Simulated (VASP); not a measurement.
# Er (P6_3/mmc) in VASP: a series of runs

Runs on Er. Level: RPBE. Tasks: single point.

Program: VASP 6.6.1. These are calculated values, not measurements. Logs are shortened: lines on timing, memory, paths and dates and some standing lists are left out, and cuts for length are marked.

## Step 1: The structure

It takes space group P6_3/mmc (No. 194, hexagonal). Conventional cell: a = 3.559 Å, b = 3.559 Å, c = 5.587 Å, α = 90.00°, β = 90.00°, γ = 120.00°. Er (site symmetry -6m2) is surrounded by 12 Er at 3.47 to 3.56 Å.

## Step 2: Single point, RPBE, collinear spin, ferromagnetic start

Contents of INCAR:

```
SYSTEM = Er
PREC = Accurate
ENCUT = 600
EDIFF = 1E-6
ISMEAR = 0
SIGMA = 0.1
LREAL = .FALSE.
LASPH = .TRUE.
NELM = 150
ALGO = Normal
ISIF = 2
LWAVE = .FALSE.
LCHARG = .TRUE.
ISPIN = 2
MAGMOM = 3 3
LORBIT = 11
LMAXMIX = 6
GGA = RP
LELF = .TRUE.
LVHAR = .TRUE.
NBANDS = 20
```

Contents of KPOINTS:

```
Automatic mesh
0
G
  9 9 5
  0 0 0
```

Contents of POSCAR:

```
Er
3.5588
    1.000000000000      0.000000000000      0.000000000000
   -0.500000000000      0.866025403788      0.000000000000
    0.000000000000      0.000000000000      1.570023603462
Er
2
Direct
    0.6666666667      0.3333333333      0.7500000000
    0.3333333333      0.6666666667      0.2500000000
```

Potentials or basis: VASP PAW PBE potentials, release 64 (Er_3), 4f in core.

Started as:

```console
cat potpaw_PBE.64/Er_3/POTCAR > POTCAR
mpirun -np 1 vasp_std > vasp.out
```

OUTCAR:

```text
SYSTEM = Er
   PREC = Accurate
   ENCUT = 600
   EDIFF = 1E-6
   ISMEAR = 0
   LREAL = .FALSE.
   LASPH = .TRUE.
   NELM = 150
   ISIF = 2
   ISPIN = 2
   LORBIT = 11
   GGA = RP

 ion  position               nearest neighbor table
   1  0.667  0.333  0.750-   2 3.47   2 3.47   2 3.47   2 3.47   2 3.47   2 3.47
   2  0.333  0.667  0.250-   1 3.47   1 3.47   1 3.47   1 3.47   1 3.47   1 3.47

  LATTYP: Found a hexagonal cell.
 ALAT       =     3.5588000000
 C/A-ratio  =     1.5700236035

  Lattice vectors:

 A1 = (   3.5588000000,   0.0000000000,   0.0000000000)
 A2 = (  -1.7794000000,   3.0820112070,   0.0000000000)
 A3 = (   0.0000000000,   0.0000000000,   5.5874000000)

Analysis of symmetry for initial positions (statically):
=====================================================================
 Subroutine PRICEL returns:
 Original cell was already a primitive cell.

 Routine SETGRP: Setting up the symmetry group for a
 hexagonal supercell.

 Subroutine GETGRP returns: Found 24 space group operations
 (whereof 12 operations were pure point group operations)
 out of a pool of 24 trial point group operations.

The static configuration has the point symmetry D_3d.
 The point group associated with its full space group is D_6h.

Analysis of symmetry for dynamics (positions and initial velocities):
=====================================================================
 Subroutine PRICEL returns:
 Original cell was already a primitive cell.

 Routine SETGRP: Setting up the symmetry group for a
 hexagonal supercell.

 Subroutine GETGRP returns: Found 24 space group operations
 (whereof 12 operations were pure point group operations)
 out of a pool of 24 trial point group operations.

The dynamic configuration has the point symmetry D_3d.
 The point group associated with its full space group is D_6h.

Analysis of structural, dynamic, and magnetic symmetry:
=====================================================================
 Subroutine PRICEL returns:
 Original cell was already a primitive cell.

 Routine SETGRP: Setting up the symmetry group for a
 hexagonal supercell.

 Subroutine GETGRP returns: Found 24 space group operations
 (whereof 12 operations were pure point group operations)
 out of a pool of 24 trial point group operations.

The overall configuration has the point symmetry D_3d.
 The point group associated with its full space group is D_6h.

 Subroutine INISYM returns: Found 24 space group operations
 (whereof 12 operations are pure point group operations),
 and found     1 'primitive' translations

----------------------------------------------------------------------------------------

                                     Primitive cell

  volume of cell :      61.2841

  direct lattice vectors                    reciprocal lattice vectors
     3.558800000  0.000000000  0.000000000     0.280993593  0.162231727  0.000000000
    -1.779400000  3.082011207  0.000000000     0.000000000  0.324463454  0.000000000
     0.000000000  0.000000000  5.587400000     0.000000000  0.000000000  0.178974120

  length of vectors
     3.558800000  3.558800000  5.587400000     0.324463454  0.324463454  0.178974120

  position of ions in fractional coordinates (direct lattice)
     0.666666667  0.333333333  0.750000000
     0.333333333  0.666666667  0.250000000

  ion indices of the primitive-cell ions
   primitive index   ion index
                 1           1
                 2           2

----------------------------------------------------------------------------------------

 KPOINTS: Automatic mesh

Automatic generation of k-mesh.
 Grid dimensions read from file:
 generate k-points for:    9    9    5

 Generating k-lattice:

  Cartesian coordinates                     Fractional coordinates (reciprocal lattice)
     0.031221510  0.018025747  0.000000000     0.111111111 -0.000000000  0.000000000
     0.000000000  0.036051495  0.000000000     0.000000000  0.111111111  0.000000000
     0.000000000  0.000000000  0.035794824     0.000000000  0.000000000  0.200000000

  Length of vectors
     0.036051495  0.036051495  0.035794824

  Shift w.r.t. Gamma in fractional coordinates (k-lattice)
     0.000000000  0.000000000  0.000000000

 Subroutine IBZKPT returns following result:
 ===========================================

 Found     36 irreducible k-points:

 Following reciprocal coordinates:
            Coordinates               Weight
  0.000000  0.000000  0.000000      1.000000
  0.111111 -0.000000  0.000000      6.000000
  0.222222 -0.000000  0.000000      6.000000
  0.333333  0.000000  0.000000      6.000000
  0.444444 -0.000000  0.000000      6.000000
  0.111111  0.111111  0.000000      6.000000
[... 16 lines left out ...]
  0.333333  0.222222  0.200000     24.000000
  0.333333  0.333333  0.200000      4.000000
 [... further k-points ...]
   k-points           NKPTS =     36   k-points in BZ     NKDIM =     36   number of bands    NBANDS=     20
   number of dos      NEDOS =    301   number of ions     NIONS =      2
   total plane-waves  NPLWV =  37632
   dimension x,y,z NGX =    28 NGY =   28 NGZ =   48
   dimension x,y,z NGXF=    56 NGYF=   56 NGZF=   96
   ions per type =               2
   NGX,Y,Z   is equivalent  to a cutoff of  13.08, 13.08, 14.28 a.u.
   NGXF,Y,Z  is equivalent  to a cutoff of  26.16, 26.16, 28.56 a.u.
 SYSTEM =  Er
   PREC   = accura    normal or accurate (medium, high low for compatibility)
   ISTART =      0    job   : 0-new  1-cont  2-samecut
   ICHARG =      2    charge: 1-file 2-atom 10-const
   ISPIN  =      2    spin polarized calculation?
   LNONCOLLINEAR =      F non collinear calculations
   LSORBIT =      F    spin-orbit coupling
   LASPH  =      T    aspherical Exc in radial PAW
   ENCUT  =  600.0 eV  44.10 Ry    6.64 a.u.   7.11  7.11 11.16*2*pi/ulx,y,z
   NELM   =    150;   NELMIN=  2; NELMDL= -5     # of ELM steps
   EDIFF  = 0.1E-05   stopping-criterion for ELM
   LREAL  =      F    real-space projection
   EDIFFG = 0.1E-04   stopping-criterion for IOM
   NSW    =      0    number of steps for IOM
   IBRION =     -1    ionic relax: 0-MD 1-quasi-New 2-CG
   NFREE  =      0    steps in history (QN), initial steepest desc. (CG)
   ISIF   =      2    stress and relaxation
   ISYM   =      2    0-nonsym 1-usesym 2-fastsym
   POTIM  = 0.5000    time-step for ionic-motion
   TEBEG  =    0.0;   TEEND  =   0.0 temperature during run
   PSTRESS=    0.0 pullay stress
   NELECT =      18.0000    total number of electrons
   NUPDOWN=      -1.0000    fix difference up-down
   EMIN   =  10.00;   EMAX   =-10.00  energy-range for DOS
   EFERMI =   0.00;   METHOD = LEGACY
   ISMEAR =     0;   SIGMA  =   0.10  broadening in eV -4-tet -1-fermi 0-gaus
   EFERMI_NEDOS =   21; number of points for ismear=-14 and -15
   IALGO  =     38    algorithm
   IMIX   =      4    mixing-type and parameters
     AMIX     =   0.40;   BMIX     =  1.00
     AMIX_MAG =   1.60;   BMIX_MAG =  1.00
  volume/ion in A,a.u.               =      30.64       206.78
  Fermi-wavevector in a.u.,A,eV,Ry     =   1.088219  2.056437 16.112312  1.184222
  Thomas-Fermi vector in A             =   2.224396
   LORBIT       =     11    0 simple, 1 ext, 2 COOP (PROOUT), +10 PAW based schemes
   GGA     = RP    functional components
   LHFCALC =     F    Hartree Fock is set to
   AEXX    =    0.0000 exact exchange contribution
   IVDW    =     0    specifies the selected vdW correction
   LEPSILON=     F    determine dielectric tensor
   LRPA    =     F    only Hartree local field effects (RPA)
 spin polarized calculation
 Gauss-broadening in eV      SIGMA  =   0.10
  energy-cutoff  :      600.00
  volume of cell :       61.28
 maximum number of plane-waves:      2062
   NGX = 15   NGY = 15   NGZ = 23

 number of electron      18.0000002 magnetization       0.0062186

 Free energy of the ion-electron system (eV)
  ---------------------------------------------------
  ext. energy  EPLUGINS =         0.00000000
  ---------------------------------------------------
  free energy    TOTEN  =        -8.32129328 eV

  energy without entropy =       -8.30223547  energy(sigma->0) =       -8.31176438

 E-fermi :   3.0988     XC(G=0):  -9.7684

 val. band max:        3.0878295537   @ k =   0.4444   0.1111   0.4000
 cond. band min:       3.1219665741   @ k =   0.2222   0.1111   0.4000
 fundamental gap:      0.0341370203
 Fermi energy:         3.0988021417

 spin component 1

 k-point     1 :       0.0000    0.0000    0.0000
  band No.  band energies     occupation
      1     -21.9207      1.00000
      2     -21.4145      1.00000
      3     -21.4145      1.00000
      4     -21.3187      1.00000
      5     -21.3187      1.00000
      6     -21.2861      1.00000
[... 12 lines left out ...]
     19      11.1114      0.00000
     20      12.5536      0.00000
[... 507 lines left out ...]
 k-point    24 :       0.3333    0.3333    0.2000
  band No.  band energies     occupation
      1     -21.7215      1.00000
      2     -21.7162      1.00000
      3     -21.7162      1.00000
      4     -21.5553      1.00000
      5     -21.4711      1.00000
      6     -21.4711      1.00000
[... 12 lines left out ...]
     19      11.4288      0.00000
     20      13.3325      0.00000

 [... further k-points ...]

 spin component 2

 k-point     1 :       0.0000    0.0000    0.0000
  band No.  band energies     occupation
      1     -21.9201      1.00000
      2     -21.4139      1.00000
      3     -21.4139      1.00000
      4     -21.3181      1.00000
      5     -21.3181      1.00000
      6     -21.2856      1.00000
[... 12 lines left out ...]
     19      11.1128      0.00000
     20      12.5580      0.00000
[... 507 lines left out ...]
 k-point    24 :       0.3333    0.3333    0.2000
  band No.  band energies     occupation
      1     -21.7208      1.00000
      2     -21.7155      1.00000
      3     -21.7155      1.00000
      4     -21.5546      1.00000
      5     -21.4705      1.00000
      6     -21.4705      1.00000
[... 12 lines left out ...]
     19      11.4306      0.00000
     20      13.3342      0.00000

 [... further k-points ...]
[... 5 lines left out ...]
  --------------------------------------------------------------------------------------
  -------------------------------------------------------------------------------------
  Total        0.9440511      0.9440511      0.7183003     -0.0000000      0.0000000      0.0000000
  in kB       24.6807600     24.6807600     18.7788543     -0.0000000      0.0000000      0.0000000
  external PRESSURE =      22.7134581 kB  Pullay stress =       0.0000000 kB

 VOLUME and BASIS-vectors are now :
 -----------------------------------------------------------------------------
  energy-cutoff  :      600.00
  volume of cell :       61.28
      direct lattice vectors                 reciprocal lattice vectors
     3.558800000  0.000000000  0.000000000     0.280993593  0.162231727  0.000000000
    -1.779400000  3.082011207  0.000000000     0.000000000  0.324463454  0.000000000
     0.000000000  0.000000000  5.587400000     0.000000000  0.000000000  0.178974120

 POSITION                                       TOTAL-FORCE (eV/Angst)
 -----------------------------------------------------------------------------------
      1.77940      1.02734      4.19055        -0.000000     -0.000000      0.000000
     -0.00000      2.05467      1.39685         0.000000      0.000000      0.000000
 -----------------------------------------------------------------------------------
    total drift:                               -0.000000      0.000000     -0.000000

  FREE ENERGIE OF THE ION-ELECTRON SYSTEM (eV)
  ---------------------------------------------------
  free  energy   TOTEN  =        -8.3212932810 eV

  energy  without entropy=       -8.3022354702  energy(sigma->0) =       -8.31176438

 total charge

# of ion       s       p       d       tot
------------------------------------------
    1        0.508   6.533   1.061   8.101
    2        0.508   6.533   1.061   8.101
--------------------------------------------------
tot          1.015  13.066   2.122  16.203

 magnetization (x)

# of ion       s       p       d       tot
------------------------------------------
    1        0.000   0.001   0.002   0.003
    2        0.000   0.001   0.002   0.003
--------------------------------------------------
tot          0.000   0.002   0.003   0.005
```

Wall time 1.8 min (1 thread of AMD EPYC 9R45 (Zen 5), shared host); peak memory 0.23 GiB.

Results:

```yaml
Free_energy: -8.3213 eV
Pressure: 2.3 GPa
Band_gap_on_the_k_mesh: none (metal or under the smearing width)
Net_moment: 0.01 μB per cell
Valence_electrons_inside_the_program's_atomic_spheres: Er 8.10
```

Stress tensor (GPa, compression positive):
```
2.47 0.00 0.00
0.00 2.47 0.00
0.00 0.00 1.88
```

Caveat: the magnetic or orbital state may not be the lowest; the PAW data sets were made with another functional, which shifts forces and pressure a little; spin-orbit coupling is left out, which moves the levels of the heavy elements; the 4f electrons are frozen in the core as for a trivalent ion, so they carry no moment and show no levels.

[end of part 1 of 2]
